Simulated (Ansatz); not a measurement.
# Ionic part of the dielectric constant of AlP at 12 GPa, mode by mode

Computed with Ansatz, DFT PBEsol, scalar-relativistic, plane waves, PAW. Plane waves to 420 eV; Γ-centred k mesh 10×10×10; fixed occupations. No spin polarisation. Phonons by linear response, acoustic sum rule imposed.

Symmetry: F-43m, No. 216, cubic system. The conventional cell has a = 5.273 Å, b = 5.273 Å, c = 5.273 Å, α = 90.00°, β = 90.00°, γ = 90.00°. Al (site symmetry -43m) is surrounded by 4 P at 2.28 Å. P (site symmetry -43m) is surrounded by 4 Al at 2.28 Å.

The primitive cell has V = 36.66 Å³ and ε∞,xx = 8.262. Each polar mode adds Δε = (4.92064×10⁷/V)·S/ν² along x, with S its oscillator strength in e²/amu, ν in cm⁻¹ and V in Å³.

Q: From these modes, find each Δε and ε0,xx.
```csv
ν (cm⁻¹),S_xx (e²/amu)
495.1,0.3263
```

A:
```csv
ν (cm⁻¹),Δε
495.1,1.79
```

The sum is 1.787, so ε0,xx = 10.05; the run's tensor has 10.05.

Q: Where do the longitudinal modes lie for a wave vector along x?

A: At 546 cm⁻¹. The Lyddane–Sachs–Teller product Π(ν_LO/ν_TO)² = 1.22 matches ε0/ε∞ = 1.22.

Cost: 1 run of about 0.63 core-minutes, on Intel Xeon Platinum 8259CL (Skylake/Cascade Lake) (shared hosts).

The dielectric response of AlP at this pressure is mainly electronic: the lattice adds only 1.787 to an ε∞ of 8.262. This fits a polar-covalent semiconductor, in which sp³ bonding leaves the valence electrons readily polarisable while the modest electronegativity difference limits the dipole created when the Al and P sublattices move against each other. Stiff bonds between fairly light atoms also keep the transverse mode at high frequency, and the ionic term falls with the square of that frequency.

The single polar mode is triply degenerate in the zinc-blende structure, so the static response is isotropic. The longitudinal mode lies higher, at 546 cm⁻¹, because its macroscopic field adds a restoring force, which the large electronic screening keeps moderate. The Lyddane–Sachs–Teller agreement confirms internal consistency rather than accuracy against experiment; ε∞ is probably somewhat too large, as is usual for a semilocal functional that underestimates the gap. With only one volume computed, the separate effects of compression on bond stiffness, effective charge and electronic screening remain undetermined.
